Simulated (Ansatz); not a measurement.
ZnS with an S vacancy: do the settings matter for the field gradients?

Cell: a supercell of ZnS (space group P6_3mc) built from a COD entry, with the ions relaxed around the defect (PBE).

```cif
data_structure
_symmetry_space_group_name_H-M 'P 1'
_symmetry_Int_Tables_number 1
_cell_length_a 6.6211
_cell_length_b 6.6211
_cell_length_c 12.5200
_cell_angle_alpha 90.000
_cell_angle_beta 90.000
_cell_angle_gamma 120.000
_cell_volume 475.33
loop_
_atom_site_label
_atom_site_type_symbol
_atom_site_fract_x
_atom_site_fract_y
_atom_site_fract_z
_atom_site_occupancy
Zn1 Zn 0.00083 0.00023 0.97805 1
Zn2 Zn 0.33415 0.66690 0.99852 1
Zn3 Zn 0.66748 0.33355 0.99852 1
Zn4 Zn 0.00077 0.00021 0.50344 1
Zn5 Zn 0.33402 0.66681 0.50201 1
Zn6 Zn 0.66737 0.33356 0.50201 1
Zn7 Zn 0.34896 0.34838 0.25644 1
Zn8 Zn 0.65157 0.00022 0.25658 1
Zn9 Zn 0.00080 0.65171 0.25649 1
Zn10 Zn 0.33519 0.00021 0.74861 1
Zn11 Zn 0.66633 0.66578 0.74862 1
Zn12 Zn 0.00075 0.33463 0.74861 1
S13 S 0.33402 0.66673 0.18578 1
S14 S 0.66741 0.33365 0.18578 1
S15 S 0.00075 0.00020 0.68919 1
S16 S 0.33408 0.66686 0.68806 1
S17 S 0.66742 0.33355 0.68806 1
S18 S 0.33178 0.33125 0.43902 1
S19 S 0.66962 0.00019 0.43907 1
S20 S 0.00072 0.66912 0.43904 1
S21 S 0.33672 0.00023 0.93871 1
S22 S 0.66492 0.66433 0.93872 1
S23 S 0.00082 0.33612 0.93872 1
```

Atoms are numbered from 1 in the order listed; like atoms form one site, named after its first atom.

Reference run. Level of theory: DFT, PBE, plane waves and PAW, scalar-relativistic, collinear spin, 420 eV cutoff, Γ-centred 3×3×2 k-points, Fermi–Dirac smearing 0.01 eV, cell charge +1 (Ansatz 0.2.0). Start moments as typed (μB): 0.5 0 0 0 0 0 0.5 0.5 0.5 0 0 0 0 0 0 0 0 0 0 0 0 0 0 by atom.

Question: The input is changed as follows: `hamiltonian.pseudopotentials`: {kind: paw} → {kind: paw, source: ansatz}; `scf.initial_density.chi_scale`: not typed → 0.1; `basis.ecutrho_ratio`: not typed → 6. What happens to V_zz (10²¹ V/m²) and η?

Answer: 

```
site  atom  V_zz reference  η reference  V_zz changed  η changed
 Zn1     1           12.79         0.00         13.16       0.00
 Zn2     2            0.99         0.00          1.02       0.00
 Zn4     4           -0.64         0.03         -0.66       0.03
 Zn5     5           -0.67         0.00         -0.69       0.00
 Zn7     7            9.57         0.25          9.86       0.25
 Zn8     8            9.69         0.25          9.99       0.25
 Zn9     9            9.61         0.25          9.90       0.25
Zn10    10            1.45         0.16          1.49       0.16
 S13    13           -2.43         0.02         -2.43       0.02
 S18    18            2.33         0.10          2.33       0.10
 S19    19            2.33         0.10          2.33       0.10
 S21    21            1.60         0.00          1.59       0.00
```

The largest change of V_zz is on Zn1, from 12.79 to 13.16. In per cent, |V_zz| changes by +3 on Zn, 0 on S (all sites that start above 2). The table leaves out 2 of the 14 sites, with |V_zz| up to 0.57; their tensors move by 0.01 at most along any direction. The statements above cover all sites. The cutoff that the program takes moves with it, from 420 to 660 eV. The changed run reads another set of PAW files, with 306 valence electrons a neutral cell instead of 210.

On the reference run: The defect repeats with the cell of 23 atoms, so it feels its images: sites between two images don't show the values beside a lone defect, and zeros or small values of η there can come from the images' arrangement. S and Zn carry a gradient in the pure host already, so the values there aren't the defect's effect alone. The centre was started off its lattice site, so that it could distort. A uniform background compensates the cell's charge. The defect cell has no gap above 0.1 eV on its mesh, so the values can hang on the smearing and the k-mesh.
